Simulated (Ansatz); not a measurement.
## HfN: equation of state with r2SCAN

HfN:

```
CELL_PARAMETERS angstrom
3.13391 0.00000 0.00000
-1.56695 2.71404 0.00000
0.00000 0.00000 5.41677
ATOMIC_POSITIONS crystal
Hf 0.33333 0.66667 0.25000
Hf 0.66667 0.33333 0.75000
N 0.00000 0.00000 0.50000
N 0.00000 0.00000 0.00000
```

The cell comes from a database or a generator and needn't be the stable form of this composition.

* Program: Ansatz 0.2.0
* Task: equation of state
* Functional: r2SCAN
* Potentials or basis: Ansatz PAW
* Cutoff: 500 eV
* Density cutoff: 2000 eV
* k mesh: 10 × 10 × 5
* Occupations: fermi-dirac, width 0.05 eV
* Spin: no spin polarisation

The equilibrium volume is 11.61 Å³/atom. The bulk modulus at fixed shape and positions is 276 GPa. The pressure derivative of the bulk modulus is 4.1.

Energy against volume, from the lowest point:
| volume (Å³/atom) | energy (meV/atom) |
| --- | --- |
| 10.827 | 50.59 |
| 11.057 | 23.99 |
| 11.288 | 7.46 |
| 11.518 | 0.00 |
| 11.749 | 0.75 |
| 11.979 | 8.89 |
| 12.209 | 23.73 |

All runs of the series together: 21 s on 2 threads of Intel(R) Xeon(R) Platinum 8488C (Sapphire Rapids), on a shared host.

Caveat: the cell was scaled at fixed shape and fractional positions, which overstates the stiffness of a crystal with free parameters, most of all of layers and chains; the PAW data sets were made with another functional, which shifts forces and pressure a little. The run has no spin-orbit coupling, so splittings on Hf are missing.
